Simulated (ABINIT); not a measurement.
# Pb (Fm-3m) in ABINIT: further runs, part 2 of 2

ABINIT 10.8.3 (patched build). Earlier steps stand in the parts before.

## (4) Single point, PBE

Input file run.abi:

```
pp_dirpath "./"
pseudos "Pb.GGA_PBE-JTH.xml"

acell 3.5002068511 3.5002068511 3.5002068511 Angstrom
rprim
     0.0000000000     0.7071067812     0.7071067812
     0.7071067812     0.0000000000     0.7071067812
     0.7071067812     0.7071067812     0.0000000000
ntypat 1
znucl 82
natom 1
typat 1
xred
     0.0000000000     0.0000000000     0.0000000000

ecut 17.0
pawecutdg 34.0

kptopt 1
ngkpt 4 4 4
nshiftk 1
shiftk 0.0 0.0 0.0

ixc 11

nband 11
occopt 3
tsmear 0.05 eV

nstep 100
tolvrs 1.0e-9

iomode 3
prtwf 0
prteig 0
prtebands 0
enunit 1
prtden 1
prtvha 1
prtvclmb 1
prtpot 1
```

Potentials or basis: JTH PAW PBE v2.0.

The run is started by

```sh
$ abinit run.abi > log 2>&1
```

run.abo:

```text
.Version 10.8.3 of ABINIT
 Symmetries : space group Fm -3 m (#225); Bravais cF (face-center cubic)
================================================================================
 Values of the parameters that define the memory need of the present run
     intxc =       0    ionmov =       0      iscf =      17    lmnmax =      18
     lnmax =       6     mgfft =      27  mpssoang =       3    mqgrid =    3001
     natom =       1  nloc_mem =       2    nspden =       1   nspinor =       1
    nsppol =       1      nsym =      48    n1xccc =       1    ntypat =       1
    occopt =       3   xclevel =       2
       mpw =         700          nfft =       19683          nkpt =           8
 PAW method is used; the additional fine FFT grid is defined by:
   mgfftf=        36    nfftf =     46656
================================================================================
================================================================================

--------------------------------------------------------------------------------
------------- Echo of variables that govern the present computation ------------
--------------------------------------------------------------------------------
 -outvars: echo values of preprocessed input variables --------
            acell      6.6144323326E+00  6.6144323326E+00  6.6144323326E+00 Bohr
              amu      2.07200000E+02
             ecut      1.70000000E+01 Hartree
           enunit           1
              ixc          11
         kptrlatt        4    0    0      0    4    0      0    0    4
          kptrlen      2.64577293E+01
            natom           1
            nband          11
            ngfft          27      27      27
          ngfftdg          36      36      36
             nkpt           8
            nstep         100
             nsym          48
           ntypat           1
           occopt           3
        pawecutdg      3.40000000E+01 Hartree
         pawxcdev           0
        prtebands           0
           prteig           0
           prtpot           1
         prtvclmb           1
           prtvha           1
            prtwf           0
            rprim      0.0000000000E+00  7.0710678120E-01  7.0710678120E-01
                       7.0710678120E-01  0.0000000000E+00  7.0710678120E-01
                       7.0710678120E-01  7.0710678120E-01  0.0000000000E+00
          spgroup         225
           tolvrs      1.00000000E-09
           tsmear      1.83746611E-03 Hartree
            typat      1
           useylm           1
            znucl       82.00000

================================================================================

 chkinp: Checking input parameters for consistency.

================================================================================
== DATASET  1 ==================================================================

--- !DatasetInfo
iteration_state: {dtset: 1, }
dimensions: {natom: 1, nkpt: 8, mband: 11, nsppol: 1, nspinor: 1, nspden: 1, mpw: 700, }
cutoff_energies: {ecut:  17.0, pawecutdg:  34.0, }
electrons: {nelect:   1.40000000E+01, charge:   0.00000000E+00, occopt:   3.00000000E+00, tsmear:   1.83746611E-03, }
meta: {optdriver: 0, ionmov: 0, optcell: 0, iscf: 17, paral_kgb: 0, }
...

 Exchange-correlation functional for the present dataset will be:
  GGA: Perdew-Burke-Ernzerhof functional - ixc=11
  J.P.Perdew, K.Burke, M.Ernzerhof, PRL 77, 3865 (1996)

 Real(R)+Recip(G) space primitive vectors, cartesian coordinates (Bohr,Bohr^-1):
 R(1)=  0.0000000  4.6771100  4.6771100  G(1)= -0.1069036  0.1069036  0.1069036
 R(2)=  4.6771100  0.0000000  4.6771100  G(2)=  0.1069036 -0.1069036  0.1069036
 R(3)=  4.6771100  4.6771100  0.0000000  G(3)=  0.1069036  0.1069036 -0.1069036
 Unit cell volume ucvol=  2.0462691E+02 bohr^3
 Angles (23,13,12)=  6.00000000E+01  6.00000000E+01  6.00000000E+01 degrees

 Coarse grid specifications (used for wave-functions):

 getcut: wavevector=  0.0000  0.0000  0.0000  ngfft=  27  27  27
         ecut(hartree)=     17.000   => boxcut(ratio)=   2.12096

 Fine grid specifications (used for densities):

 getcut: wavevector=  0.0000  0.0000  0.0000  ngfft=  36  36  36
         ecut(hartree)=     34.000   => boxcut(ratio)=   2.07351

--- Pseudopotential description ------------------------------------------------
- pspini: atom type   1  psp file is ./Pb.GGA_PBE-JTH.xml
 Pseudopotential format is: paw10
 basis_size (lnmax)=  6 (lmn_size= 18), orbitals=   0   0   1   1   2   2
 Spheres core radius: rc_sph= 2.40264019
 Shapefunction is BESSEL type: shapef(r,l)=aa(1,l)*jl(q(1,l)*r)+aa(2,l)*jl(q(2,l)*r)
 Radius for shape functions =  2.00872932
 Compensation charge density is not taken into account in XC energy/potential

   3.29629720E+02                                ecore*ucvol(ha*bohr**3)
--------------------------------------------------------------------------------

[... 7 lines left out ...]

     iter   Etot(hartree)      deltaE(h)  residm     nres2
 ETOT  1  -60.759220095388    -6.076E+01 2.206E+00 5.463E-01
 ETOT  2  -61.194609086162    -4.354E-01 1.725E-01 1.643E-01
 ETOT  3  -61.194803627103    -1.945E-04 1.989E-02 2.877E-02
 ETOT  4  -61.194921903181    -1.183E-04 2.859E-03 7.721E-03
 ETOT  5  -61.194942464015    -2.056E-05 2.602E-03 5.042E-05
 ETOT  6  -61.194943737250    -1.273E-06 2.952E-04 7.700E-05
 ETOT  7  -61.194943724454     1.280E-08 3.833E-04 1.721E-05
 ETOT  8  -61.194943740012    -1.556E-08 1.757E-05 8.879E-08
 ETOT  9  -61.194943755992    -1.598E-08 3.117E-05 4.418E-08
 ETOT 10  -61.194943756328    -3.363E-10 1.837E-06 5.099E-10

 At SCF step   10       nres2   =  5.10E-10 < tolvrs=  1.00E-09 =>converged.

 Cartesian components of stress tensor (hartree/bohr^3)
  sigma(1 1)=  3.67865402E-06  sigma(3 2)=  0.00000000E+00
  sigma(2 2)=  3.67865402E-06  sigma(3 1)=  0.00000000E+00
  sigma(3 3)=  3.67865402E-06  sigma(2 1)=  0.00000000E+00

--- !ResultsGS
iteration_state: {dtset: 1, }
comment   : Summary of ground state results
lattice_vectors:
- [  0.0000000,   4.6771100,   4.6771100, ]
- [  4.6771100,   0.0000000,   4.6771100, ]
- [  4.6771100,   4.6771100,   0.0000000, ]
lattice_lengths: [   6.61443,    6.61443,    6.61443, ]
lattice_angles: [ 60.000,  60.000,  60.000, ] # degrees, (23, 13, 12)
lattice_volume:   2.0462691E+02
convergence: {deltae: -3.363E-10, res2:  5.099E-10, residm:  1.837E-06, diffor: null, }
etotal    :  -6.11949438E+01
entropy   :   0.00000000E+00
fermie    :   2.84361899E-01
cartesian_stress_tensor: # hartree/bohr^3
- [  3.67865402E-06,   0.00000000E+00,   0.00000000E+00, ]
- [  0.00000000E+00,   3.67865402E-06,   0.00000000E+00, ]
- [  0.00000000E+00,   0.00000000E+00,   3.67865402E-06, ]
pressure_GPa:  -1.0823E-01
xred      :
- [  0.0000E+00,   0.0000E+00,   0.0000E+00, Pb]
cartesian_forces: # hartree/bohr
- [ -0.00000000E+00,  -0.00000000E+00,  -0.00000000E+00, ]
force_length_stats: {min:   0.00000000E+00, max:   0.00000000E+00, mean:   0.00000000E+00, }
...

 Integrated electronic density in atomic spheres:
 ------------------------------------------------
 Atom  Sphere_radius  Integrated_density
    1        2.40264         11.38817558

================================================================================

 ----iterations are completed or convergence reached----

 Mean square residual over all n,k,spin=   29.099E-09; max=  18.372E-07
 reduced coordinates (array xred) for    1 atoms
       0.000000000000      0.000000000000      0.000000000000
 rms dE/dt=  0.0000E+00; max dE/dt=  0.0000E+00; dE/dt below (all hartree)
    1       0.000000000000      0.000000000000      0.000000000000

 cartesian coordinates (angstrom) at end:
    1      0.00000000000000     0.00000000000000     0.00000000000000

 cartesian forces (hartree/bohr) at end:
    1     -0.00000000000000    -0.00000000000000    -0.00000000000000
 frms,max,avg= 0.0000000E+00 0.0000000E+00   0.000E+00  0.000E+00  0.000E+00 h/b

 cartesian forces (eV/Angstrom) at end:
    1     -0.00000000000000    -0.00000000000000    -0.00000000000000
 frms,max,avg= 0.0000000E+00 0.0000000E+00   0.000E+00  0.000E+00  0.000E+00 e/A
 length scales=  6.614432332605  6.614432332605  6.614432332605 bohr
              =  3.500206851100  3.500206851100  3.500206851100 angstroms
 Fermi (or HOMO) energy (eV) =   7.73788   Average Vxc (eV)=  -9.45748
 Eigenvalues (   eV  ) for nkpt=   8  k points:
 kpt#   1, nband= 11, wtk=  0.01563, kpt=  0.0000  0.0000  0.0000 (reduced coord)
  -9.77625   -9.77625   -9.77625   -9.63117   -9.63117   -4.43729   14.72757   14.72757
  14.72757   17.14456   18.63388
 prteigrs : prtvol=0 or 1, do not print more k-points.

--- !EnergyTerms
iteration_state     : {dtset: 1, }
comment             : Components of total free energy in Hartree
kinetic             :  5.01012518791898E+00
hartree             :  1.74683818012954E+01
xc                  : -2.51751304409290E+00
Ewald energy        : -4.80335599839893E+01
psp_core            :  1.61088161767059E+00
local_psp           : -5.70762430019683E+01
PAW spherical_terms :  2.23435201198443E+01
internal            : -6.11944073033212E+01
'-kT*entropy'       : -4.97004388145721E-04
total_energy        : -6.11949043077094E+01
total_energy_eV     : -1.66519817740293E+03
...

--- !EnergyTermsDC
iteration_state     : {dtset: 1, }
comment             : '"Double-counting" decomposition of free energy'
band_energy         : -3.22557028931453E+00
Ewald energy        : -4.80335599839893E+01
psp_core            :  1.61088161767059E+00
xc_dc               : -1.72830760489902E+01
PAW spherical_terms :  5.73687795268338E+00
internal            : -6.11944467519401E+01
'-kT*entropy'       : -4.97004388145721E-04
total_energy_dc     : -6.11949437563282E+01
total_energy_dc_eV  : -1.66519925085453E+03
...

--- !EnergyTermsWithPAWCore
iteration_state     : {dtset: 1, }
comment             : 'Components of total free energy, including PAW core contributions'
Total energy        : -2.08820284965364E+04
Total energy DC     : -2.08820285359851E+04
Total energy (eV)   : -5.68228943018835E+05
Total energy DC (eV): -5.68228944092287E+05
...

 Cartesian components of stress tensor (hartree/bohr^3)
  sigma(1 1)=  3.67865402E-06  sigma(3 2)=  0.00000000E+00
  sigma(2 2)=  3.67865402E-06  sigma(3 1)=  0.00000000E+00
  sigma(3 3)=  3.67865402E-06  sigma(2 1)=  0.00000000E+00

-Cartesian components of stress tensor (GPa)         [Pressure= -1.0823E-01 GPa]
- sigma(1 1)=  1.08229738E-01  sigma(3 2)=  0.00000000E+00
- sigma(2 2)=  1.08229738E-01  sigma(3 1)=  0.00000000E+00
- sigma(3 3)=  1.08229738E-01  sigma(2 1)=  0.00000000E+00

== END DATASET(S) ==============================================================
================================================================================

 -outvars: echo values of variables after computation  --------
            acell      6.6144323326E+00  6.6144323326E+00  6.6144323326E+00 Bohr
           etotal     -6.1194943756E+01
            fcart     -0.0000000000E+00 -0.0000000000E+00 -0.0000000000E+00
            rprim      0.0000000000E+00  7.0710678120E-01  7.0710678120E-01
                       7.0710678120E-01  0.0000000000E+00  7.0710678120E-01
                       7.0710678120E-01  7.0710678120E-01  0.0000000000E+00
           strten      3.6786540235E-06  3.6786540235E-06  3.6786540235E-06
                       0.0000000000E+00  0.0000000000E+00  0.0000000000E+00
 Calculation completed.
```

Wall time 3.2 s (1 thread of Arm Neoverse V2, shared host); peak memory 0.1 GiB.

Results:

```yaml
Free_energy: -1665.1993 eV
Band_gap_on_the_k_mesh: none (metal or under the smearing width)
Valence_electrons_inside_the_program's_atomic_spheres: Pb 11.39 (radii [1.2714] Å)
```

Levels at points of the mesh, in eV from the Fermi level:
```tsv
k point	band 4	band 5	band 6	band 7	band 8	band 9	band 10	band 11
(0.00, 0.00, 0.00)	-17.37	-17.37	-12.18	6.99	6.99	6.99	9.41	10.90
(0.50, 0.00, 0.00)	-17.24	-17.24	-8.55	-4.62	5.16	5.16	8.86	9.08
(0.50, 0.50, 0.00)	-17.21	-17.21	-7.15	-3.69	1.63	1.63	5.00	6.30
```

Caveat: the k mesh is coarse (spacing up to 0.55 Å⁻¹), so the values aren't converged; the cutoff is too short for stress, so the log's stress isn't used. Spin-orbit coupling is left out, which matters for the levels of Pb.

## (5) Single point, PBEsol

Input file run.abi:

```
# Pseudopotentials
pp_dirpath "./"
pseudos "Pb.GGA_PBE-JTH.xml"

# Structure
acell 3*1.0
rprim
     0.0000000000     4.6771099530     4.6771099530
     4.6771099530     0.0000000000     4.6771099530
     4.6771099530     4.6771099530     0.0000000000
ntypat 1
znucl 82
natom 1
typat 1
xcart
     0.0000000000     0.0000000000     0.0000000000

# Plane-wave basis
ecut 17.0
pawecutdg 34.0

# k points
kptopt 1
ngkpt 12 12 12
nshiftk 1
shiftk 0.0 0.0 0.0

# Exchange and correlation
ixc -116133

# Bands and occupations
nband 11
occopt 3
tsmear 0.05 eV

# SCF cycle
nstep 100
tolvrs 1.0e-9

# Output
iomode 3
prtwf 0
prtden 0
prteig 0
prtebands 0
enunit 2
```

The run is started by

```sh
$ abinit run.abi > log 2>&1
```

Run time: 19 s. Hardware: 1 thread of Arm Neoverse V2, shared host; peak memory 0.11 GiB.

The run converged. Its results:

- Free energy: -1666.3541 eV
- Band gap on the k mesh: none (metal or under the smearing width)
- Valence electrons inside the program's atomic spheres: Pb 11.40 (radii [1.2714] Å)

Levels at points of the mesh, in eV from the Fermi level:
| k point | band 4 | band 5 | band 6 | band 7 | band 8 | band 9 | band 10 | band 11 |
| --- | --- | --- | --- | --- | --- | --- | --- | --- |
| (0.00, 0.00, 0.00) | -16.88 | -16.88 | -11.80 | 7.36 | 7.36 | 7.36 | 9.81 | 11.25 |
| (0.50, 0.00, 0.00) | -16.74 | -16.74 | -8.17 | -4.26 | 5.53 | 5.53 | 9.25 | 9.45 |
| (0.50, 0.50, 0.00) | -16.71 | -16.71 | -6.77 | -3.32 | 2.00 | 2.00 | 5.36 | 6.67 |

Caveat: the cutoff is too short for stress, so the log's stress isn't used; the PAW data sets were made with another functional, which shifts forces and pressure a little. Spin-orbit coupling is left out, which matters for the levels of Pb.

## (6) Single point, PBE

Input file run.abi:

```
pp_dirpath "./"
pseudos "Pb.GGA_PBE-JTH.xml"

acell 3.5002068511 3.5002068511 3.5002068511 Angstrom
rprim
     0.0000000000     0.7071067812     0.7071067812
     0.7071067812     0.0000000000     0.7071067812
     0.7071067812     0.7071067812     0.0000000000
ntypat 1
znucl 82
natom 1
typat 1
xred
     0.0000000000     0.0000000000     0.0000000000

ecut 462.593566 eV
pawecutdg 34.0

kptopt 1
ngkpt 5 5 5
nshiftk 1
shiftk 0.0 0.0 0.0

ixc 11

nband 11
occopt 3
tsmear 0.05 eV

nstep 100
tolvrs 1.0e-9

iomode 3
prtwf 0
prtden 0
prteig 0
prtebands 0
enunit 2
```

Potentials or basis: JTH PAW PBE v2.0.

The run is started by

```sh
$ abinit run.abi > log 2>&1
```

run.abo:

```text
.Version 10.8.3 of ABINIT
 Symmetries : space group Fm -3 m (#225); Bravais cF (face-center cubic)
================================================================================
 Values of the parameters that define the memory need of the present run
     intxc =       0    ionmov =       0      iscf =      17    lmnmax =      18
     lnmax =       6     mgfft =      27  mpssoang =       3    mqgrid =    3001
     natom =       1  nloc_mem =       2    nspden =       1   nspinor =       1
    nsppol =       1      nsym =      48    n1xccc =       1    ntypat =       1
    occopt =       3   xclevel =       2
       mpw =         696          nfft =       19683          nkpt =          10
 PAW method is used; the additional fine FFT grid is defined by:
   mgfftf=        36    nfftf =     46656
================================================================================
================================================================================

--------------------------------------------------------------------------------
------------- Echo of variables that govern the present computation ------------
--------------------------------------------------------------------------------
 -outvars: echo values of preprocessed input variables --------
            acell      6.6144323326E+00  6.6144323326E+00  6.6144323326E+00 Bohr
              amu      2.07200000E+02
             ecut      1.70000000E+01 Hartree
           enunit           2
              ixc          11
         kptrlatt        5    0    0      0    5    0      0    0    5
          kptrlen      3.30721617E+01
            natom           1
            nband          11
            ngfft          27      27      27
          ngfftdg          36      36      36
[... 186 lines left out ...]
comment             : '"Double-counting" decomposition of free energy'
band_energy         : -3.21753556441252E+00
Ewald energy        : -4.80335599839893E+01
psp_core            :  1.61088161767051E+00
xc_dc               : -1.72927214620323E+01
PAW spherical_terms :  5.73354086840216E+00
internal            : -6.11993945243615E+01
'-kT*entropy'       : -4.72468974411683E-04
total_energy_dc     : -6.11998669933359E+01
total_energy_dc_eV  : -1.66533321895833E+03
...

--- !EnergyTermsWithPAWCore
iteration_state     : {dtset: 1, }
comment             : 'Components of total free energy, including PAW core contributions'
Total energy        : -2.08820334596090E+04
Total energy DC     : -2.08820334592221E+04
Total energy (eV)   : -5.68229078070919E+05
Total energy DC (eV): -5.68229078060390E+05
...

 Cartesian components of stress tensor (hartree/bohr^3)
  sigma(1 1)=  3.19462988E-06  sigma(3 2)=  0.00000000E+00
  sigma(2 2)=  3.19462988E-06  sigma(3 1)=  0.00000000E+00
  sigma(3 3)=  3.19462988E-06  sigma(2 1)=  0.00000000E+00

-Cartesian components of stress tensor (GPa)         [Pressure= -9.3989E-02 GPa]
- sigma(1 1)=  9.39892560E-02  sigma(3 2)=  0.00000000E+00
- sigma(2 2)=  9.39892560E-02  sigma(3 1)=  0.00000000E+00
- sigma(3 3)=  9.39892560E-02  sigma(2 1)=  0.00000000E+00

== END DATASET(S) ==============================================================
================================================================================

 -outvars: echo values of variables after computation  --------
            acell      6.6144323326E+00  6.6144323326E+00  6.6144323326E+00 Bohr
           etotal     -6.1199866993E+01
            fcart     -0.0000000000E+00 -0.0000000000E+00 -0.0000000000E+00
            rprim      0.0000000000E+00  7.0710678120E-01  7.0710678120E-01
                       7.0710678120E-01  0.0000000000E+00  7.0710678120E-01
                       7.0710678120E-01  7.0710678120E-01  0.0000000000E+00
           strten      3.1946298782E-06  3.1946298782E-06  3.1946298782E-06
                       0.0000000000E+00  0.0000000000E+00  0.0000000000E+00
 Calculation completed.
```

Wall time 3.7 s (1 thread of Intel Xeon 6975P-C (Granite Rapids), shared host); peak memory 0.11 GiB.

Results:

```
Free energy                                           : -1665.3332 eV
Band gap on the k mesh                                : none (metal or under the smearing width)
Valence electrons inside the program's atomic spheres : Pb 11.39 (radii [1.2714] Å)
```

Levels at points of the mesh, in eV from the Fermi level:
```
           k point  band 4  band 5  band 6  band 7  band 8  band 9  band 10  band 11
(0.00, 0.00, 0.00)  -16.66  -16.66  -11.48    7.69    7.69    7.69    10.10    11.61
```

Caveat: the k mesh is coarse (spacing up to 0.44 Å⁻¹), so the values aren't converged; the cutoff is too short for stress, so the log's stress isn't used. The run has no spin-orbit coupling, so splittings on Pb are missing.

## (7) The runs side by side

| level | k mesh | cutoff (eV) | fine-grid cutoff | mesh quality | gap on the mesh (eV) |
| --- | --- | --- | --- | --- | --- |
| r2SCAN | 7 × 7 × 7 | 544 | 1088.46 eV | not flagged | none |
| r2SCAN | 4 × 4 × 4 | 544 | 1088.46 eV | coarse | none |
| PBE | 4 × 4 × 4 | 463 | 925.187 eV | coarse | none |
| PBEsol | 12 × 12 × 12 | 463 | 925.187 eV | not flagged | none |
| PBE | 5 × 5 × 5 | 463 | 925.187 eV | coarse | none |

Alike in all rows: task single point; potentials or basis JTH PAW PBE v2.0; no spin polarisation; cell as given; smearing fermi-dirac 0.05 eV.

Caveats: some runs use coarse meshes; the PAW data sets were made with another functional, which shifts forces and pressure a little (some runs); totals of a meta-GGA on PAW files have another zero than those of a GGA (some runs).

Total energies depend on the potentials used, so only differences within one code and one set of settings carry meaning.
